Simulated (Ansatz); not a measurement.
**How settings move the G0W0 gap of MgSe (rocksalt)**

MgSe (rocksalt), relaxed with r2SCAN; one-shot G0W0 in Ansatz without spin-orbit coupling. Calculated for a static, non-magnetic cell.

```
Mg Se
1.0
     0.00000    2.73627    2.73627
     2.73627    0.00000    2.73627
     2.73627    2.73627    0.00000
Mg Se
1 1
Direct
  0.00000 0.00000 0.00000
  0.50000 0.50000 0.50000
```

Gaps are read over the mesh points alone. G0W0 values are finite-basis, finite-mesh values.
```json
{"start": "PBE", "potentials": "PAW", "frequency model": "contour deformation", "mesh": "6×6×6", "empty bands": "93", "screening cutoff (eV)": "100", "Kohn-Sham gap (eV)": "1.80", "G0W0 gap (eV)": "2.87"}
{"start": "PBE", "potentials": "PAW", "frequency model": "contour deformation", "mesh": "6×6×6", "empty bands": "224", "screening cutoff (eV)": "180", "Kohn-Sham gap (eV)": "1.80", "G0W0 gap (eV)": "3.03"}
{"start": "PBE", "potentials": "PAW", "frequency model": "contour deformation", "mesh": "6×6×6", "empty bands": "435", "screening cutoff (eV)": "260", "Kohn-Sham gap (eV)": "1.80", "G0W0 gap (eV)": "3.10"}
{"start": "HSE06", "potentials": "PAW", "frequency model": "contour deformation", "mesh": "6×6×6", "empty bands": "224", "screening cutoff (eV)": "180", "Kohn-Sham gap (eV)": "2.66", "G0W0 gap (eV)": "3.43"}
{"start": "r2SCAN", "potentials": "PAW", "frequency model": "contour deformation", "mesh": "6×6×6", "empty bands": "224", "screening cutoff (eV)": "180", "Kohn-Sham gap (eV)": "2.48", "G0W0 gap (eV)": "3.34"}
{"start": "PBE0", "potentials": "PAW", "frequency model": "contour deformation", "mesh": "6×6×6", "empty bands": "224", "screening cutoff (eV)": "180", "Kohn-Sham gap (eV)": "3.35", "G0W0 gap (eV)": "3.62"}
{"start": "PBE", "potentials": "PAW", "frequency model": "Godby-Needs pole", "mesh": "6×6×6", "empty bands": "224", "screening cutoff (eV)": "180", "Kohn-Sham gap (eV)": "1.80", "G0W0 gap (eV)": "2.99"}
{"start": "PBE", "potentials": "PAW", "frequency model": "contour deformation", "mesh": "8×8×8", "empty bands": "66", "screening cutoff (eV)": "80", "Kohn-Sham gap (eV)": "1.80", "G0W0 gap (eV)": "2.81"}
{"start": "PBE", "potentials": "norm-conserving", "frequency model": "contour deformation", "mesh": "6×6×6", "empty bands": "224", "screening cutoff (eV)": "180", "Kohn-Sham gap (eV)": "1.80", "G0W0 gap (eV)": "2.97"}
```

G0W0 moves the gap on the mesh from 1.80 eV (PBE) to 3.10 eV (Γ to X). Renormalisation factors Z lie between 0.75 and 0.81.

Raising bands and cutoff together moves the gap by +0.16 eV (100 to 180 eV), then +0.07 eV (180 to 260 eV); the last step is still large, so the basis limit isn't reached. Starting from HSE06 (2.66 eV against PBE's 1.80 eV) gives 3.43 eV, +0.40 eV from G0W0@PBE at the same screening cutoff. Starting from r2SCAN (2.48 eV against PBE's 1.80 eV) gives 3.34 eV, +0.31 eV from G0W0@PBE at the same screening cutoff. Starting from PBE0 (3.35 eV against PBE's 1.80 eV) gives 3.62 eV, +0.59 eV from G0W0@PBE at the same screening cutoff. The Godby-Needs plasmon pole differs from contour deformation by -0.04 eV. Norm-conserving potentials (wave cutoff 1170 eV against 420 eV) shift the quasiparticle gap by -0.06 eV and the PBE gap by 0.00 eV. r2SCAN runs take a wave cutoff of 500 eV.
